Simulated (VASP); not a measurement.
# C (Fd-3m) in VASP: further runs

One crystal, C, is run at these levels: PBE; tasks: G0W0 quasiparticle levels.

All numbers are computed with VASP 6.6.1; they aren't measurements. Logs are shortened: lines on timing, memory, paths and dates and some standing lists are left out, and cuts for length are marked.

## Step 1: The structure

The structure is cubic, space group Fd-3m (No. 227). The conventional cell has a = 3.567 Å, b = 3.567 Å, c = 3.567 Å, α = 90.00°, β = 90.00°, γ = 90.00°. C (site symmetry -43m) has 4 C at 1.54 Å as nearest neighbours.

This isn't the form of C at room conditions, which is graphite.

## Step 2: G0W0 quasiparticle levels, PBE

POSCAR

```
C
1.0
    0.0000000000      1.7833700000      1.7833700000
    1.7833700000      0.0000000000      1.7833700000
    1.7833700000      1.7833700000      0.0000000000
C
2
Direct
    0.7500000000      0.7500000000      0.7500000000
    0.5000000000      0.5000000000      0.5000000000
```

INCAR.step1

```
PREC = Accurate ; ENCUT = 450
EDIFF = 1E-8 ; ISMEAR = 0
SIGMA = 0.01 ; LREAL = F
LASPH = T ; NELM = 60
ALGO = Fast ; LWAVE = T
LCHARG = F ; GGA = PE
```

INCAR.step2

```
PREC = Accurate ; ENCUT = 450
EDIFF = 1E-8 ; ISMEAR = 0
SIGMA = 0.01 ; LREAL = F
LASPH = T ; NELM = 1
ALGO = Exact ; LWAVE = T
LCHARG = F ; GGA = PE
NBANDS = 49 ; LOPTICS = T
ISTART = 1
```

INCAR.step3

```
PREC = Accurate ; ENCUT = 450
EDIFF = 1E-8 ; ISMEAR = 0
SIGMA = 0.01 ; LREAL = F
LASPH = T ; ALGO = EVGW0
LWAVE = F ; LCHARG = F
GGA = PE ; NELMGW = 1
NBANDS = 49 ; ENCUTGW = 200
NOMEGA = 48 ; PRECFOCK = Fast
ISTART = 1 ; NBANDSGW = 12
```

KPOINTS

```
regular mesh
0
Gamma
  3 3 3
```

Potentials or basis: VASP PAW PBE potentials, release 64 (C_GW).

On the command line:

```bash
cat potpaw_PBE.64/C_GW/POTCAR > POTCAR
cp INCAR.step1 INCAR
mpirun -np 1 vasp_std > vasp.out
cp INCAR.step2 INCAR
mpirun -np 1 vasp_std > vasp.out
cp INCAR.step3 INCAR
mpirun -np 1 vasp_std > vasp.out
```

OUTCAR:

```text
PREC = Accurate
   ENCUT = 450
   EDIFF = 1E-8
   ISMEAR = 0
   LREAL = F
   LASPH = T
   GGA = PE
   NELMGW = 1
   ENCUTGW = 200
   PRECFOCK = Fast
   ISTART = 1

 Found      4 irreducible k-points:

 Following reciprocal coordinates:
            Coordinates               Weight
  0.000000  0.000000  0.000000      1.000000
  0.333333  0.000000  0.000000      8.000000
  0.333333  0.333333  0.000000      6.000000
 -0.333333  0.333333  0.000000     12.000000
   k-points           NKPTS =      4   k-points in BZ     NKDIM =     27   number of bands    NBANDS=     49
   number of dos      NEDOS =    301   number of ions     NIONS =      2
   total plane-waves  NPLWV =   5832
   dimension x,y,z NGX =    18 NGY =   18 NGZ =   18
   dimension x,y,z NGXF=    36 NGYF=   36 NGZF=   36
   ions per type =               2
   NGX,Y,Z   is equivalent  to a cutoff of  11.86, 11.86, 11.86 a.u.
   NGXF,Y,Z  is equivalent  to a cutoff of  23.73, 23.73, 23.73 a.u.
 SYSTEM =  unknown system
   PREC   = accura    normal or accurate (medium, high low for compatibility)
   ISTART =      1    job   : 0-new  1-cont  2-samecut
   ICHARG =      0    charge: 1-file 2-atom 10-const
   ISPIN  =      1    spin polarized calculation?
   LNONCOLLINEAR =      F non collinear calculations
   LSORBIT =      F    spin-orbit coupling
   LASPH  =      T    aspherical Exc in radial PAW
   ENCUT  =  450.0 eV  33.07 Ry    5.75 a.u.   4.36  4.36  4.36*2*pi/ulx,y,z
   NELM   =     60;   NELMIN=  2; NELMDL=  0     # of ELM steps
   EDIFF  = 0.1E-07   stopping-criterion for ELM
   LREAL  =      F    real-space projection
   EDIFFG = 0.1E-06   stopping-criterion for IOM
   NSW    =      0    number of steps for IOM
   IBRION =     -1    ionic relax: 0-MD 1-quasi-New 2-CG
   NFREE  =      0    steps in history (QN), initial steepest desc. (CG)
   ISIF   =      0    stress and relaxation
   ISYM   =      3    0-nonsym 1-usesym 2-fastsym
   POTIM  = 0.5000    time-step for ionic-motion
   TEBEG  =    0.0;   TEEND  =   0.0 temperature during run
   PSTRESS=    0.0 pullay stress
   NELECT =       8.0000    total number of electrons
   NUPDOWN=      -1.0000    fix difference up-down
   EMIN   =  10.00;   EMAX   =-10.00  energy-range for DOS
   EFERMI =   0.00;   METHOD = LEGACY
   ISMEAR =     0;   SIGMA  =   0.01  broadening in eV -4-tet -1-fermi 0-gaus
   EFERMI_NEDOS =   21; number of points for ismear=-14 and -15
   IALGO  =     38    algorithm
   IMIX   =      4    mixing-type and parameters
     AMIX     =   0.40;   BMIX     =  1.00
     AMIX_MAG =   1.60;   BMIX_MAG =  1.00
  volume/ion in A,a.u.               =       5.67        38.28
  Fermi-wavevector in a.u.,A,eV,Ry     =   1.457203  2.753714 28.891161  2.123440
  Thomas-Fermi vector in A             =   2.574032
   LORBIT       =      0    0 simple, 1 ext, 2 COOP (PROOUT), +10 PAW based schemes
   GGA     = PE    functional components
   LHFCALC =     T    Hartree Fock is set to
   PRECFOCK=fast      Normal, Fast or Accurate (Low or Medium for compatibility)
   ENCUT4O =  -1.0   cutoff for four orbital integrals eV
   NKREDX  =     1    reduce k-point grid by
   NKREDY  =     1    reduce k-point grid by
   NKREDZ  =     1    reduce k-point grid by
   AEXX    =    1.0000 exact exchange contribution
   HFSCREEN=    0.0000 screening length (either q_TF or 0.3 A-1)
   HFSCREENC=   0.0000 screening length for correlation (either q_TF or 0.3 A-1)
   ENCUTFOCK=  -1.0 apply spherical cutoff to Coloumb kernel
   IVDW    =     0    specifies the selected vdW correction
   LEPSILON=     F    determine dielectric tensor
   LRPA    =     F    only Hartree local field effects (RPA)
   LRPAFORCE           =     F    calculate RPA forces
   ENCUTGW             = 200.0    cutoff for response function in eV
   ENCUTGWSOFT         = 160.0    soft cutoff for Coulomb kernel in GW response function in eV
   ENCUTLF             =  -1.0    cutoff for local field effects
   NELMGW              =     1    number of iterations in solving QP/BSE equation
   NELMHF              =     1    number of iterations in the inner HF iteration
   NKREDLFX            =     1    NKREDLFY  =   1   NKREDLFZ  =   1
 non-spin polarized calculation
 Gauss-broadening in eV      SIGMA  =   0.01
  energy-cutoff  :      450.00
  volume of cell :       11.34
 maximum number of plane-waves:       259
 NGX is ok and might be reduce to    18
  NGX = 10; NGY = 10; NGZ = 10
   NGX =  9   NGY =  9   NGZ =  9
 maximum number of plane-waves:        76

 QP shifts <psi_nk| G(iteration)W_0 |psi_nk>: iteration 1
 for sc-GW calculations column KS-energies equals QP-energies in previous step
 and V_xc(KS)=  KS-energies - (<T + V_ion + V_H > + <T+V_H+V_ion>^1  + <V_x>^1)

 k-point   1 :       0.0000    0.0000    0.0000
  band No.  KS-energies  QP-energies   sigma(KS)   V_xc(KS)     V^pw_x(r,r')   Z            occupation Imag(sigma)

      1     -11.6473     -13.2500     -16.9081     -14.7556     -25.3472       0.7446       2.0000       1.4386
      2       9.8679       9.2909     -17.5207     -16.8171     -19.9899       0.8201       2.0000       0.0862
      3       9.8679       9.2909     -17.5207     -16.8171     -19.9899       0.8201       2.0000       0.0862
      4       9.8679       9.2909     -17.5207     -16.8171     -19.9899       0.8201       2.0000       0.0862
      5      15.4341      16.5082     -14.1852     -15.5106      -8.7983       0.8104       0.0000      -0.1275
      6      15.4341      16.5082     -14.1852     -15.5106      -8.7983       0.8104       0.0000      -0.1275
      7      15.4341      16.5082     -14.1852     -15.5106      -8.7983       0.8104       0.0000      -0.1275
      8      23.1878      24.1005     -15.1838     -16.3713      -7.5094       0.7686       0.0000      -0.3330
      9      29.1228      29.3428     -11.5063     -11.7768      -4.2105       0.8131       0.0000      -0.4456
     10      36.3294      37.2879     -12.7008     -13.8641      -5.7988       0.8240       0.0000      -0.5555
     11      36.3294      37.2879     -12.7008     -13.8641      -5.7988       0.8240       0.0000      -0.5555
     12      37.3230      37.8697     -10.7742     -11.4342      -3.1747       0.8283       0.0000      -1.0055

 k-point   2 :       0.3333    0.0000    0.0000
  band No.  KS-energies  QP-energies   sigma(KS)   V_xc(KS)     V^pw_x(r,r')   Z            occupation Imag(sigma)
[... 33 lines left out ...]
      1      -4.2127      -5.6354     -17.4841     -15.6623     -23.8906       0.7809       2.0000       0.6492
      2      -1.0910      -2.3488     -17.2825     -15.6693     -22.6185       0.7797       2.0000       0.3732
      3       0.4601      -0.6235     -16.0992     -14.7311     -20.4133       0.7920       2.0000       0.2339
      4       5.1713       4.3188     -17.0753     -16.0176     -20.5476       0.8060       2.0000       0.1342
      5      16.1747      16.8199     -13.0437     -13.8332      -7.4417       0.8172       0.0000      -0.1392
      6      22.7827      24.1873     -14.4730     -16.2645      -7.3004       0.7840       0.0000      -0.2824
      7      23.3949      24.6134     -14.2471     -15.8045      -6.9698       0.7824       0.0000      -0.2962
      8      24.8609      26.1275     -14.6332     -16.2715      -6.8366       0.7731       0.0000      -0.3782
      9      26.7823      27.5530     -12.8199     -13.7675      -6.2289       0.8134       0.0000      -0.2923
     10      33.5173      34.2812     -11.9990     -12.9221      -5.2095       0.8275       0.0000      -0.5158
     11      34.6985      35.8810     -13.6366     -15.1757      -4.6899       0.7683       0.0000      -0.8244
     12      43.6201      44.1599     -11.3574     -12.0205      -3.2034       0.8139       0.0000      -1.2071
```

It took 5.6 s on 1 thread of Intel Xeon Platinum 8259CL at 2.50GHz (Skylake/Cascade Lake), shared host; peak memory 0.12 GiB.

These settings aren't checked as converged: the numbers below hold their error.

Results:

```yaml
Band_gap_on_the_k_mesh_mean-field_level: 4.11 eV, indirect (least direct gap 5.57 eV)
Quasiparticle_gap: 5.31 eV
Least_direct_quasiparticle_gap: 7.22 eV
```

Caveat: the k mesh is coarse (spacing up to 1.02 Å⁻¹), so the values aren't converged; the cutoff is under 1.25 times the usual one of these potentials, so pressure, stress and relaxed cells hold a basis-set (Pulay) error; bands, screening cutoff and mesh are small and nothing is extrapolated, so the quasiparticle values aren't converged; an odd mesh through Γ misses points on the zone boundary, where band edges often lie.

## Step 3: G0W0 quasiparticle levels, PBE

POSCAR is that of step 2.

INCAR.step1 is that of step 2.

Edit INCAR.step2 of step 2 so:

```diff
@@ -6,3 +6,3 @@
 LCHARG = F ; GGA = PE
-NBANDS = 49 ; LOPTICS = T
+NBANDS = 31 ; LOPTICS = T
 ISTART = 1
```

Edit INCAR.step3 of step 2 so:

```diff
@@ -6,3 +6,3 @@
 GGA = PE ; NELMGW = 1
-NBANDS = 49 ; ENCUTGW = 200
+NBANDS = 31 ; ENCUTGW = 150
 NOMEGA = 48 ; PRECFOCK = Fast
```

KPOINTS

```
regular mesh
0
Gamma
  5 5 5
```

Potentials or basis: VASP PAW PBE potentials, release 64 (C_GW).

On the command line:

```bash
cat potpaw_PBE.64/C_GW/POTCAR > POTCAR
cp INCAR.step1 INCAR
mpirun -np 1 vasp_std > vasp.out
cp INCAR.step2 INCAR
mpirun -np 1 vasp_std > vasp.out
cp INCAR.step3 INCAR
mpirun -np 1 vasp_std > vasp.out
```

OUTCAR:

```text
PREC = Accurate
   ENCUT = 450
   EDIFF = 1E-8
   ISMEAR = 0
   LREAL = F
   LASPH = T
   GGA = PE
   NELMGW = 1
   ENCUTGW = 150
   PRECFOCK = Fast
   ISTART = 1

 Found     10 irreducible k-points:

 Following reciprocal coordinates:
            Coordinates               Weight
  0.000000  0.000000  0.000000      1.000000
[... 87 lines left out ...]
      2       9.7719       9.4514     -17.1851     -16.7975     -19.2942       0.8269       2.0000       0.0745
      3       9.7719       9.4514     -17.1851     -16.7975     -19.2942       0.8269       2.0000       0.0745
      4       9.7719       9.4514     -17.1851     -16.7975     -19.2942       0.8269       2.0000       0.0745
      5      15.3624      16.7384     -13.8442     -15.5195      -9.2409       0.8214       0.0000      -0.1078
      6      15.3624      16.7384     -13.8442     -15.5195      -9.2409       0.8214       0.0000      -0.1078
      7      15.3624      16.7384     -13.8442     -15.5195      -9.2409       0.8214       0.0000      -0.1078
      8      23.0915      24.4239     -14.6586     -16.3828      -7.7610       0.7727       0.0000      -0.2541
      9      29.0649      29.6385     -11.1465     -11.8580      -4.3201       0.8062       0.0000      -0.4025
     10      36.3037      37.7363     -12.1611     -13.8787      -5.8898       0.8341       0.0000      -0.6004
     11      36.3037      37.7363     -12.1611     -13.8787      -5.8898       0.8341       0.0000      -0.6004
     12      37.3064      38.1732     -10.4571     -11.5041      -3.2555       0.8279       0.0000      -1.0457
[... 68 lines left out ...]
      1      -5.3368      -6.5706     -17.2153     -15.5778     -24.2369       0.7534       2.0000       0.6766
      2      -2.4104      -3.5064     -16.3590     -14.9240     -22.0028       0.7638       2.0000       0.3707
      3       3.4028       2.5564     -16.7817     -15.7200     -20.5883       0.7973       2.0000       0.1501
      4       5.9352       5.2996     -16.9473     -16.1658     -20.0873       0.8132       2.0000       0.1106
      5      17.0169      18.1372     -12.9069     -14.2652      -7.8289       0.8247       0.0000      -0.1239
      6      20.6241      22.2572     -13.7154     -15.7534      -7.6697       0.8013       0.0000      -0.1798
      7      21.7915      23.2404     -14.1212     -15.9474      -7.8885       0.7934       0.0000      -0.2010
      8      25.0014      26.5977     -13.6182     -15.6852      -6.3076       0.7723       0.0000      -0.3207
      9      28.4789      29.6497     -12.2788     -13.7434      -5.4933       0.7994       0.0000      -0.3704
     10      33.5675      34.7536     -11.8032     -13.2437      -5.1082       0.8234       0.0000      -0.6120
     11      34.4637      35.8996     -13.0799     -14.9336      -4.6411       0.7746       0.0000      -0.8582
     12      39.6460      40.5961     -11.0614     -12.2195      -3.7403       0.8204       0.0000      -1.0026

 [... further k-points ...]
```

OUTCAR.step2:

```text
PREC = Accurate
   ENCUT = 450
   EDIFF = 1E-8
   ISMEAR = 0
   LREAL = F
[... 561 lines left out ...]
     0.00000     6.65013     6.65013     6.65013    -0.00000    -0.00000     0.00000
     1.45067     6.78035     6.78035     6.78035    -0.00000    -0.00000     0.00000
     2.90134     7.24137     7.24137     7.24137    -0.00000    -0.00000     0.00000
     4.35201     8.45018     8.45018     8.45018    -0.00000    -0.00000     0.00000
     5.80268     2.28376     2.28376     2.28376    -0.00000    -0.00000     0.00000
     7.25335    11.51662    11.51662    11.51662    -0.00000    -0.00000     0.00000
[... 92 lines left out ...]
   142.16568     0.95060     0.95060     0.95060     0.00000     0.00000    -0.00000
   143.61635     0.95165     0.95165     0.95165     0.00000     0.00000    -0.00000
```

Wall time 16 s (1 thread of Intel Xeon Platinum 8259CL at 2.50GHz (Skylake/Cascade Lake), shared host); peak memory 0.14 GiB.

These settings aren't checked as converged: the numbers below hold their error.

Results:

```
Band gap on the k mesh, mean-field level : 4.17 eV, indirect (least direct gap 5.59 eV)
Quasiparticle gap                        : 5.36 eV
Least direct quasiparticle gap           : 7.29 eV
```

Caveat: the k mesh is coarse (spacing up to 0.61 Å⁻¹), so the values aren't converged; the cutoff is under 1.25 times the usual one of these potentials, so pressure, stress and relaxed cells hold a basis-set (Pulay) error; bands, screening cutoff and mesh are small and nothing is extrapolated, so the quasiparticle values aren't converged; an odd mesh through Γ misses points on the zone boundary, where band edges often lie.

## Step 4: For comparison

An earlier run on the cell as given: functional PBE; potentials or basis VASP PAW PBE potentials, release 64 (C); cutoff 520 eV; k mesh 13 × 13 × 13; occupations fermi-dirac, width 0.05 eV; no spin polarisation.

* Pressure: 2.5 GPa
* Band gap on the k mesh: 4.14 eV, indirect (least direct gap 5.59 eV)
